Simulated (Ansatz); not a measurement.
Input of an Ansatz 0.2.0 run:

input.yaml

```yaml
crystal:
  lattice:
    - [2.34465, -1.7134, 0.0]
    - [2.34465, 1.7134, 0.0]
    - [-0.8605543552, 0.0, 5.0594363927]
  atoms:
    - { symbol: Cu, position: [0.505702, -0.009996, 0.495236] }
    - { symbol: Cu, position: [0.011543, 0.501015, -0.002723] }
    - { symbol: O, position: [0.400118, 0.577525, 0.760988] }
    - { symbol: O, position: [0.576347, 0.414077, 0.25814] }
kpoints:
  mp_grid: { grid: [10, 10, 5] }
scf:
  occupations: { method: fermi_dirac, width: 0.05 }
hamiltonian:
  xc: pbe
  pseudopotentials: { kind: all_electron, lapw: { basis_error: 0.001 } }
output:
  forces: true
  stress: true
  eigenvalues: true
  populations: true
```

Potentials or basis: all-electron LAPW, scalar-relativistic.

Run with:

```sh
$ ansatz run input.yaml --threads 2 --pin off --max-ram 6144MiB --backend cpu --events-out ev --progress --plain --runs-dir out
```

(1) Estimate the pressure.

(2) Estimate the largest force.

Results:

(1) 6.5 GPa.

(2) 1.579 eV/Å.

Caveat: the run has no spin polarisation, though such a crystal can be magnetic; semilocal functionals often make such compounds metallic where correlation or magnetic order opens a gap, which also shifts bond lengths.
